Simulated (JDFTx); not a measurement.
Crystal: Ru.

```
Ru
1.0
     2.70580    0.00000    0.00000
    -1.35290    2.34329    0.00000
     0.00000    0.00000    4.28190
Ru
2
Cartesian
  1.3529 0.7811 3.2114
  0.0000 1.5622 1.0705
```

Base run:

* Program: JDFTx 1.7.0 (patched build)
* Functional: PBE
* Potentials or basis: PseudoDojo-SR-PBE-0.5-standard
* Cutoff: 1143 eV
* Density cutoff: 9143 eV
* k mesh: 11 × 11 × 6
* Occupations: fermi-dirac, width 0.05 eV
* Spin: no spin polarisation

Its results: band gap on the k mesh none (metal or under the smearing width); pressure 5.1 GPa.

The run is repeated on the same cell with these changes: functional from PBE to PBEsol; potentials or basis from PseudoDojo-SR-PBE-0.5-standard to PseudoDojo-SR-PBEsol-0.4.1-standard with smoothed tails. What comes out?

Band gap on the k mesh none (metal or under the smearing width); pressure -5.7 GPa.

Not every run made on this cell is shown here.
